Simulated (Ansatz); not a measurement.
**Molecular dynamics of Ba**

Input:

```yaml
accuracy: low
crystal:
  lattice:
    - [10.518803, 0.0, 0.0]
    - [0.0, 10.518803, 0.0]
    - [0.0, 0.0, 10.518803]
  atoms:
    - { symbol: Ba, position: [-0.00401906, 0.0623728, 0.01463193] }
    - { symbol: Ba, position: [0.46651904, -0.03528738, 0.08523117] }
    - { symbol: Ba, position: [0.04083403, 0.44449561, -0.00596453] }
    - { symbol: Ba, position: [0.06643833, 0.03026156, 0.52379437] }
    - { symbol: Ba, position: [0.20546176, 0.22741566, 0.21729129] }
    - { symbol: Ba, position: [0.53428618, 0.56567867, -0.04267081] }
    - { symbol: Ba, position: [0.48289314, -0.04967941, 0.50257847] }
    - { symbol: Ba, position: [0.73475234, 0.21125427, 0.24698632] }
    - { symbol: Ba, position: [-0.01951401, 0.6078411, 0.56247318] }
    - { symbol: Ba, position: [0.20405584, 0.78711908, 0.19136531] }
    - { symbol: Ba, position: [0.31284479, 0.23350629, 0.73426224] }
    - { symbol: Ba, position: [0.42164454, 0.59815132, 0.53935475] }
    - { symbol: Ba, position: [0.80272267, 0.71888789, 0.23995627] }
    - { symbol: Ba, position: [0.77411362, 0.25284488, 0.75971236] }
    - { symbol: Ba, position: [0.25793329, 0.77113919, 0.77762637] }
    - { symbol: Ba, position: [0.77809821, 0.85461665, 0.7957973] }
basis:
  ecutwfc: 420.0
kpoints:
  mp_grid: { grid: [1, 1, 1] }
hamiltonian:
  xc: pbe
  dispersion: d3bj
scf:
  occupations: { method: fermi_dirac, width: 0.36 }
  lower_state_search: "off"
md:
  timestep: 2.25
  n_steps: 170
  ensemble: npt_langevin
  temperature: 2940.0
  initial_velocities: maxwell_boltzmann
  seed: 818632
  friction: 0.005
  pressure: 0.0
  fix_cell: []
```

Launched with:

```bash
$ ansatz run input.yaml --threads 2 --pin off --max-ram 5120MiB --backend cpu --events-out ev --progress --plain --runs-dir out
```

It goes on from the last frame of an earlier run, with new velocities.

Output, in part (step lines):

```
md step     0: t =     0.00 fs  T =  2756.2 K  F+E_penalty+E_count = -95198.02974269 eV  E_kin = 5.700366 eV  conserved = -95194.11789651 eV  P_inst = -0.1170 GPa  V = 1163.8552 Å³  selection 1  (9 SCF iters)
md step     1: t =     2.25 fs  T =  2746.4 K  F+E_penalty+E_count = -95198.06349520 eV  E_kin = 5.679952 eV  conserved = -95194.11790315 eV  P_inst = -0.1247 GPa  V = 1163.8997 Å³  selection 1  (7 SCF iters)
md step     2: t =     4.50 fs  T =  2871.8 K  F+E_penalty+E_count = -95198.09624936 eV  E_kin = 5.939319 eV  conserved = -95194.11794098 eV  P_inst = -0.1062 GPa  V = 1163.9648 Å³  selection 1  (7 SCF iters)
md step     3: t =     6.75 fs  T =  2855.2 K  F+E_penalty+E_count = -95198.12935989 eV  E_kin = 5.905074 eV  conserved = -95194.11795397 eV  P_inst = -0.1144 GPa  V = 1164.0095 Å³  selection 1  (7 SCF iters)
md step     4: t =     9.00 fs  T =  2868.0 K  F+E_penalty+E_count = -95198.16396845 eV  E_kin = 5.931521 eV  conserved = -95194.11793076 eV  P_inst = -0.1172 GPa  V = 1164.0074 Å³  selection 1  (7 SCF iters)
md step     5: t =    11.25 fs  T =  2895.9 K  F+E_penalty+E_count = -95198.19357656 eV  E_kin = 5.989138 eV  conserved = -95194.11794020 eV  P_inst = -0.1170 GPa  V = 1164.1670 Å³  selection 1  (5 SCF iters)
md step     6: t =    13.50 fs  T =  3078.0 K  F+E_penalty+E_count = -95198.21858047 eV  E_kin = 6.365885 eV  conserved = -95194.11799936 eV  P_inst = -0.0859 GPa  V = 1164.2200 Å³  selection 1  (5 SCF iters)
md step     7: t =    15.75 fs  T =  3201.6 K  F+E_penalty+E_count = -95198.24375887 eV  E_kin = 6.621332 eV  conserved = -95194.11798797 eV  P_inst = -0.0649 GPa  V = 1164.0668 Å³  selection 1  (5 SCF iters)
[... lines left out ...]
```

The steps, from the saved trajectory:

```
time (fs)  T (K)  potential energy less start (eV)  conserved less start (meV/atom)  P (GPa)  volume (Å³)
      0.0   2756                             0.000                             0.00     -0.1       1163.9
     11.2   2896                            -0.164                             0.00     -0.1       1164.2
     22.5   3047                            -0.258                            -0.01     -0.1       1164.5
     33.8   2923                            -0.230                            -0.01     -0.1       1165.3
     45.0   2607                            -0.102                             0.00     -0.1       1166.9
     56.2   2821                             0.065                             0.00     -0.1       1167.7
     67.5   2752                             0.233                             0.00     -0.1       1171.3
     78.8   2469                             0.412                             0.01     -0.1       1173.7
     90.0   2847                             0.611                             0.00      0.0       1172.8
    101.2   2973                             0.935                             0.00      0.1       1171.6
    112.5   3057                             1.324                             0.00      0.2       1169.5
    123.8   3164                             1.761                            -0.01      0.3       1168.7
    135.0   2785                             2.216                             0.00      0.3       1164.9
    146.2   2316                             2.557                             0.00      0.3       1160.4
    157.5   2343                             2.765                             0.01      0.3       1157.7
    168.8   2913                             2.794                             0.00      0.4       1157.0
    180.0   3003                             2.738                             0.00      0.4       1153.8
    191.2   2967                             2.682                             0.00      0.5       1148.6
    202.5   3235                             2.640                             0.00      0.5       1148.7
    213.8   3086                             2.607                            -0.01      0.4       1152.6
    225.0   2970                             2.533                            -0.01      0.4       1161.6
    236.2   2984                             2.515                             0.00      0.3       1173.9
    247.5   3338                             2.529                             0.00      0.3       1187.4
    258.8   3262                             2.571                             0.00      0.3       1204.6
    270.0   3230                             2.623                             0.00      0.2       1225.6
    281.2   2776                             2.684                             0.00      0.0       1249.2
    292.5   2728                             2.762                             0.00     -0.1       1276.6
    303.8   2729                             2.847                             0.00     -0.1       1303.4
    315.0   2436                             2.931                             0.00     -0.3       1331.0
    326.2   2262                             2.972                             0.00     -0.4       1353.6
    337.5   2166                             2.991                             0.00     -0.4       1372.9
    348.8   2289                             2.970                             0.00     -0.5       1391.1
    360.0   2254                             2.961                             0.00     -0.5       1405.5
    371.2   2389                             2.957                             0.00     -0.5       1421.4
    382.5   2657                             2.971                            -0.01     -0.5       1439.8
```

All steps were run. The conserved energy stayed within 0.013 meV per atom of its start (net change -0.0063 meV per atom), so the integration is sound. A run of 0.38 ps of so small a system gives no equilibrium averages. Limits of this set-up: coarse k mesh, low accuracy level. The cell's volume went from 1164 to 1440 Å³.

Mean squared displacements from the first frame to the last, about the centre of mass, the cell's change included: Ba 3.24 Å².

Last frame:

```xyz
16
Lattice="11.0244 -0.0652 -0.2173 -0.0652 12.1066 0.9818 -0.2173 0.9818 10.8717" Properties=species:S:1:pos:R:3
Ba 1.489 1.211 -0.106
Ba 6.732 -1.362 -1.190
Ba 0.190 5.813 -0.323
Ba 0.658 0.533 4.708
Ba 4.063 3.987 3.587
Ba 5.984 6.903 0.930
Ba 5.272 0.064 3.700
Ba 8.224 2.559 1.736
Ba -0.046 5.274 6.416
Ba 2.626 8.010 4.884
Ba 4.349 4.085 9.978
Ba 5.687 7.344 6.981
Ba 9.485 9.531 3.977
Ba 7.857 2.529 7.399
Ba 2.401 10.547 8.746
Ba 8.630 9.675 7.913
```

Time of the run: 21 min on 2 threads of Arm Neoverse V1 (shared host), peak memory 1.2 GiB.
